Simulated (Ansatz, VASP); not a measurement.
# One calculation of Pd, two programs

```
Pd
1.0
     0.00000    1.94490    1.88655
     1.94490    0.00000    1.88655
     1.94490    1.94490    0.00000
Pd
1
Cartesian
  0.0000 0.0000 0.0000
```

Change from the starting cell: strain -0.0300 x Voigt [0, 0, 1, 0, 0, 0], atoms carried along.

Alike in both runs: task single point; functional LDA; k mesh 20 × 20 × 20; occupations gaussian, width 0.15 eV; no spin polarisation.

```csv
,VASP,Ansatz
version,VASP 6.6.1,Ansatz 0.2.0
potentials or method,"VASP PAW LDA potentials, release 64 (Pd)","scalar-relativistic, plane waves, PAW"
plane-wave cutoff (eV),520,420
valence electrons in the cell,10,18
```

Ansatz gave:

```
gap on the k mesh at the Fermi level (eV)       : none
pressure (GPa)                                  : -1.8
largest component of the traceless stress (GPa) : 1.18
```

Problem. Estimate VASP's values.

Solution. gap on the k mesh at the Fermi level (eV): none; pressure (GPa): -1.6; largest component of the traceless stress (GPa): 1.17.

A gap of «none» marks a metal or a gap that the smearing closes. The two sets of potentials don't hold the same shells in valence.
